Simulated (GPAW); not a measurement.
The system is MgS (Niningerite).

```
CELL_PARAMETERS angstrom
0.00000 2.60165 2.60165
2.60165 0.00000 2.60165
2.60165 2.60165 0.00000
ATOMIC_POSITIONS crystal
S 0.50000 0.50000 0.50000
Mg 0.00000 0.00000 0.00000
```

| Quantity | Value |
| --- | --- |
| Program | GPAW 26.7.0 |
| Task | relaxation of cell and atoms |
| Functional | PBEsol |
| Dispersion | D3(BJ)+ATM |
| Potentials or basis | PAW data sets generated in the run's folder for this functional |
| Cutoff | 800 eV |
| Basis | pw |
| k mesh | 9 × 9 × 9 |
| Occupations | fermi-dirac, width 0.05 eV |
| Spin | no spin polarisation |

At the start: pressure -3.3 GPa; volume 17.61 Å³/atom.

Problem. Where does the relaxation end?

Solution. Over 3 steps the energy falls by 7.8 meV/atom and the volume is 16.84 Å³/atom (-4.4 %); space group Fm-3m (No. 225, to 0.05 Å).

The path:
| step | energy change (eV) | largest force (eV/Å) | pressure (GPa) | volume (Å³) |
| --- | --- | --- | --- | --- |
| 1 | 0.0000 | 0.0000 | -3.32 | 35.22 |
| 2 | -0.0052 | 0.0000 | -2.76 | 34.94 |
| 3 | -0.0156 | 0.0000 | 0.14 | 33.68 |

Final structure:
```
S Mg
1.0
     0.00000    2.56313    2.56313
     2.56313    0.00000    2.56313
     2.56313    2.56313    0.00000
S Mg
1 1
Direct
  0.50000 0.50000 0.50000
  0.00000 0.00000 0.00000
```

Caveat: later steps reuse the first step's grids.
